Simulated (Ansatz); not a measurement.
Consider BAs in the zinc blende structure (space group F-43m, No. 216; a = 4.7839 Å).

Modification: every As is replaced by Bi, then cell and atoms are relaxed.

Levels (all Ansatz, a quantum-chemistry and plane-wave program, PAW): r2SCAN (500 eV, no spin-orbit coupling); HSE06+SOC (420 eV, with spin-orbit coupling).

The geometry is relaxed with r2SCAN.

| Quantity | Value |
|---|---|
| r2SCAN lowest conduction level above the VBM at special points | Γ 0.39 eV; L 0.52 eV; X 1.00 eV |
| r2SCAN valence-band top at Γ | 0.00, 0.00, 0.00 eV |

**Question.** How does going to HSE06+SOC change the lowest conduction level above the VBM at special points and valence-band top at Γ?

**Answer.** The lowest conduction level above the VBM at special points changes from Γ 0.39 eV; L 0.52 eV; X 1.00 eV to Γ 0.62 eV; L 0.67 eV; X 1.06 eV; the valence-band top at Γ (three highest Kramers pairs, from the VBM) goes from 0.00, 0.00, 0.00 eV to 0.00, 0.00, -1.54 eV. The threefold valence maximum splits by Δso ≈ 1.54 eV.

Single points use the geometry relaxed with r2SCAN. Differences between runs with and without spin-orbit coupling are approximate. With Bi present, leaving out spin-orbit coupling can change the band edges. The levels and masses belong to the bands next to the band gap. No phonon test of stability was made. As relaxed here, BiB is a hypothetical phase, not in the database extracts checked.
